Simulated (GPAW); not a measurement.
# TiSe (P6_3/mmc) in GPAW: single point with LDA

Aim: the single point of TiSe with LDA.

Everything below comes from runs of GPAW 26.7.0. Logs are shortened: lines on timing, memory, paths and dates and some standing lists are left out, and cuts for length are marked. The log counts tension as positive stress, the text compression.

## (1) The crystal as given

It takes space group P6_3/mmc (No. 194, hexagonal). Conventional cell: a = 3.559 Å, b = 3.559 Å, c = 6.220 Å, α = 90.00°, β = 90.00°, γ = 120.00°. Around Se (site symmetry -6m2) lie 6 Ti at 2.58 Å. Around Ti (site symmetry -3m) lie 6 Se at 2.58 Å.

## (2) Single point, LDA

Contents of run.py:

```python
from ase.dft.bandgap import bandgap
from ase.io import read, write
from ase.units import GPa
from gpaw import GPAW, PW

atoms = read('POSCAR')

calc = GPAW(mode=PW(500),
            xc='LDA',
            kpts={'size': (7, 7, 4), 'gamma': True},
            occupations={'name': 'fermi-dirac', 'width': 0.05},
            nbands=34,
            maxiter=120,
            txt='gpaw.txt')
atoms.calc = calc
energy = atoms.get_potential_energy()
forces = atoms.get_forces()
stress = atoms.get_stress()
calc.write('gs.gpw')
write('result.traj', atoms)
print(f'Energy: {energy:.6f} eV')
print('Forces (eV/A):')
print(forces.round(4))
print('Stress (GPa):', (stress / GPa).round(3))
print('Fermi level:', round(calc.get_fermi_level(), 4), 'eV')
print(f'Gap: {bandgap(calc)[0]:.4f} eV, direct: {bandgap(calc, direct=True)[0]:.4f} eV')
```

Contents of POSCAR:

```
TiSe
1.0
    3.5590000000      0.0000000000      0.0000000000
   -1.7795000000      3.0821844121      0.0000000000
    0.0000000000      0.0000000000      6.2200000000
Se Ti
2 2
Direct
    0.6666666667      0.3333333333      0.7500000000
    0.3333333333      0.6666666667      0.2500000000
    0.0000000000      0.0000000000      0.5000000000
    0.0000000000      0.0000000000      0.0000000000
```

Potentials or basis: the program's PAW data sets (release 1.2.1) made for this functional, pw.

Started as:

```console
OMP_NUM_THREADS=1 python run.py
```

gpaw.txt:

```text
__  _  _
 | _ |_)|_||  |
 |__||  | ||/\| - 26.7.0

Input parameters:
  mode=PW(ecut=500.0),
  kpts=MonkhorstPack(size=(7, 7, 4), gamma=True),
  maxiter=120,
  nbands=34,
  occupations=Occupations(name='fermi-dirac', width=0.05),
  xc=XC(name='LDA')

Diagonalizing LCAO Hamiltonian
Converting LCAO to pw mode

            Se

       Ti
         Se

       Ti

Atoms  # Å, Bohr magnetons
|   | symbol |         x |        y |        z |    initial magnetic moments |
|---|--------|-----------|----------|----------|-----------------------------|
| 0 |     Se |  1.779500 | 1.027395 | 4.665000 | ( 0.0000,  0.0000,  0.0000) |
| 1 |     Se | -0.000000 | 2.054790 | 1.555000 | ( 0.0000,  0.0000,  0.0000) |
| 2 |     Ti |  0.000000 | 0.000000 | 3.110000 | ( 0.0000,  0.0000,  0.0000) |
| 3 |     Ti |  0.000000 | 0.000000 | 0.000000 | ( 0.0000,  0.0000,  0.0000) |

Unit cell  # Å
| periodic |         x |        y |        z |  lengths |     angles |
|----------|-----------|----------|----------|----------|------------|
|      yes |  3.559000 | 0.000000 | 0.000000 | 3.559000 |  90.000000 |
|      yes | -1.779500 | 3.082184 | 0.000000 | 3.559000 |  90.000000 |
|      yes |  0.000000 | 0.000000 | 6.220000 | 6.220000 | 120.000000 |

Number of symmetries: 12
Symmetry operations  # r_c * U_cc + t_c -> r_c
|    | kind |            matrix            |
|----|------|------------------------------|
|  0 |  σ   |  1, 1, 0,  0,-1, 0,  0, 0, 1 |
|  1 |  S6  |  1, 1, 0, -1, 0, 0,  0, 0,-1 |
|  2 |  E   |  1, 0, 0,  0, 1, 0,  0, 0, 1 |
|  3 |  C2  |  1, 0, 0, -1,-1, 0,  0, 0,-1 |
|  4 |  C2  |  0, 1, 0,  1, 0, 0,  0, 0,-1 |
|  5 |  C3  |  0, 1, 0, -1,-1, 0,  0, 0, 1 |
|  6 |  S6  |  0,-1, 0,  1, 1, 0,  0, 0,-1 |
|  7 |  σ   |  0,-1, 0, -1, 0, 0,  0, 0, 1 |
|  8 |  σ   | -1, 0, 0,  1, 1, 0,  0, 0, 1 |
|  9 |  i   | -1, 0, 0,  0,-1, 0,  0, 0,-1 |
| 10 |  C3  | -1,-1, 0,  1, 0, 0,  0, 0, 1 |
| 11 |  C2  | -1,-1, 0,  0, 1, 0,  0, 0,-1 |

BZ-sampling:
  Number of BZ points: 196
  Number of IBZ points: 28

  Monkhorst-Pack size: [7, 7, 4]
  Monkhorst-Pack shift: [0.0, 0.0, 0.125]

K-points  # in reciprocal-cell coordinates
|     |                                coordinates |     weight |
|-----|--------------------------------------------|------------|
|   0 | (  0.00000000,   0.00000000,   0.00000000) | 0.00510204 |
|   1 | (  0.00000000,   0.00000000,   0.25000000) | 0.01020408 |
|   2 | (  0.00000000,   0.00000000,   0.50000000) | 0.00510204 |
|   3 | (  0.14285714,   0.00000000,  -0.25000000) | 0.03061224 |
|   4 | (  0.14285714,   0.00000000,   0.00000000) | 0.03061224 |
|   5 | (  0.14285714,   0.00000000,   0.25000000) | 0.03061224 |
|   6 | (  0.14285714,   0.00000000,   0.50000000) | 0.03061224 |
|   7 | (  0.28571429,  -0.14285714,   0.00000000) | 0.03061224 |
|   8 | (  0.28571429,  -0.14285714,   0.25000000) | 0.06122449 |
|   9 | (  0.28571429,  -0.14285714,   0.50000000) | 0.03061224 |
| ... |                                            |            |
|  27 | (  0.42857143,   0.42857143,   0.50000000) | 0.03061224 |

Plane wave coefficients: 1786
Cutoff: 500.0 eV

Spin-components: 1 (collinear spins)
Bands:           34
Projectors:      22
Spin-degeneracy: 2
Datatype:        complex128

Parallelization:
  kpt:    1
  domain: 1
  band:   1

Density:
  Valence electrons: 36.0
  Components: 1
  Grid points: [20 20 35]
  Charge: 0.0  # |e|

Potential:
  Grid points: [20 20 35]

species:
  Se:
    name:    Selenium
    Z:       34.0
    valence: 6
    core:    28
    charge:  0.0  # [|e|]
    compensation charges:
      type: gauss
      rc: 0.27  # [Å]
      lmax: 2
    cutoffs:
      filter: 1.77  # [Å]
      core: 2.67  # [Å]
    projectors
    | kind |    occ | energy [eV] | rcut [Å] |
    |------|--------|-------------|----------|
    |   4s |  2.000 |     -17.472 |    0.847 |
    |   4p |  4.000 |      -6.656 |    1.005 |
    |    s |        |       9.739 |    0.847 |
    |    p |        |      20.555 |    1.005 |
    |    d |        |       0.000 |    0.847 |

    Using partial waves for Se as LCAO basis

  Ti:
    name:    Titanium
    Z:       22.0
    valence: 12
    core:    10
    charge:  0.0  # [|e|]
    compensation charges:
      type: gauss
      rc: 0.38  # [Å]
      lmax: 2
    cutoffs:
      filter: 2.23  # [Å]
      core: 1.02  # [Å]
    projectors
    | kind |    occ | energy [eV] | rcut [Å] |
    |------|--------|-------------|----------|
    |   3s |  2.000 |     -62.257 |    1.270 |
    |   4s |  2.000 |      -4.593 |    1.270 |
    |   3p |  6.000 |     -38.791 |    1.058 |
    |   4p |  0.000 |      -1.536 |    1.058 |
    |   3d |  2.000 |      -4.463 |    1.058 |
    |    d |        |      22.748 |    1.058 |

    Using partial waves for Ti as LCAO basis

Reference energy: -178382.245400  # eV

eigensolver:
  PPCG
  Converge bands: occupied
  niter=2

density mixing:
  MSR1-Mixer
  Pratt-step length: 0.05
  Maximum mixing coefficient: 0.75
  Old densities: 10
  SVD Regularization: 0.005
  Good broyden scale: 1.0
  Trust region scale: 1.0
  Backstep threshold: 4.0
  History deletion threshold: 6.0
  Fourier metric: weight=20.0, sigma=0.015

occupation numbers:
  Fermi-Dirac:
    width: 0.0500  # eV

poisson solver:
  ecut: 4000.0  # eV

xc functional:
  name: None

convergence criteria:
- Maximum [total energy] change in last 3 cyles: 0.0005 eV / valence electron
- Maximum integral of absolute [dens]ity change: 0.0001 electrons / valence electron
- Maximum integral of absolute [eigenst]ate change: 4e-08 eV^2 / valence electron
maximum number of iterations: 120

SCF iterations
|iter     | |      energy | eigst |  dens |
|---------|-|-------------|-------|-------|
|iter:   1| |  -27.991478 | +0.36 |       |
|iter:   2| |  -28.020671 | -2.22 | -1.45 |
|iter:   3| |  -28.199645 | -1.51 | -1.47 |
|iter:   4| |  -28.058671 | -1.69 | -1.52 |
|iter:   5| |  -28.231840 | -2.42 | -1.53 |
|iter:   6| |  -27.932089 | -2.87 | -1.38 |
|iter:   7| |  -27.932029 | -3.83 | -2.34 |
|iter:   8| |  -27.931720c| -4.13 | -2.62 |
|iter:   9| |  -27.931726c| -5.72 | -3.37 |
|iter:  10| |  -27.931723c| -6.93 | -3.96 |
|iter:  11| |  -27.931723c| -7.49c| -4.67c|

Converged in 11 steps
Energy contributions relative to reference atoms: (reference = -178382.245400)

Energy contributions:
  Kinetic:          36.096408
  Coulomb:         -31.626357
  Zero:             -0.267639
  External:          0.000000
  Xc:              -32.120375
  Entropy:          -0.027521
  Spinorbit:         0.000000
  ----------------------------
  Free energy:     -27.945484
  Extrapolated:    -27.931723

dipole moment: (-11.311264, -19.591683, -19.768458)  # |e|*Ang

Fermi level: 9.998
Eigenvalues  # (at kpt = [0.000, 0.000, 0.000])
| band index |      eig [eV] | occ [0-2] |
|------------|---------------|-----------|
|          0 |       -46.781 |     2.000 |
|        ... |               |           |
|         13 |         7.704 |     2.000 |
|         14 |         8.117 |     2.000 |
|         15 |         8.353 |     2.000 |
|         16 |         8.353 |     2.000 |
|         17 |         9.546 |     2.000 |
|         18 |         9.546 |     2.000 |
|         19 |         9.564 |     2.000 |
|         20 |         9.564 |     2.000 |
|         21 |        11.171 |     0.000 |
|         22 |        11.171 |     0.000 |
|         23 |        12.339 |     0.000 |
|         24 |        13.317 |     0.000 |
|         25 |        13.326 |     0.000 |
|         26 |        13.981 |     0.000 |
|         27 |        13.981 |     0.000 |
|         28 |        17.124 |     0.000 |
|        ... |               |           |
|         33 |        21.991 |     0.000 |

No gap
No difference between direct/indirect transitions

Forces  # eV/Ang
|        x |        y |        z |
|----------|----------|----------|
| -0.00000 |  0.00000 |  0.00002 |  # Se   0
|  0.00000 |  0.00000 | -0.00002 |  # Se   1
| -0.00000 | -0.00000 |  0.00000 |  # Ti   2
|  0.00000 |  0.00000 |  0.00000 |  # Ti   3

Stress tensor  # eV/Ang^3
|        x |         y |         z |
|----------|-----------|-----------|
| 0.041779 | -0.000000 |  0.000000 |
| 0.000000 |  0.041779 |  0.000000 |
| 0.000000 |  0.000000 | -0.011165 |

# Writing to gs.gpw (mode='')
```

Run time: 36 s. Hardware: 1 thread of Arm Neoverse V1, shared host; peak memory 0.18 GiB.

What came out:

```yaml
Free_energy: -27.9455 eV
Pressure: -3.9 GPa
Band_gap_on_the_k_mesh: none (metal or under the smearing width)
```

Stress tensor (GPa, compression positive):
```
-6.69  0.00  0.00
 0.00 -6.69  0.00
 0.00  0.00  1.79
```

Caveat: the cutoff is short for stress and forces, so pressures can be off by a GPa or more.
